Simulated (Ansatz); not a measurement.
Structure types of TePb were relaxed at one common pressure (all-electron LAPW in Ansatz 0.2.0 under PBE, scalar-relativistic, no spin polarisation, zero temperature). They take these volumes:

```json
{"type": "rocksalt", "space group": "Fm-3m", "V (Å³/atom)": "27.57"}
{"type": "CsCl", "space group": "Pm-3m", "V (Å³/atom)": "25.02"}
{"type": "zincblende", "space group": "F-43m", "V (Å³/atom)": "34.92"}
{"type": "flat h-MgO", "space group": "P6_3/mmc", "V (Å³/atom)": "32.48"}
{"type": "distorted NiAs", "space group": "P6_3/mmc", "V (Å³/atom)": "26.98"}
```

Q: At about which pressure, and is the densest type also the lowest in enthalpy?

A: 17 GPa. The densest is CsCl, and it is also the lowest in enthalpy among these.
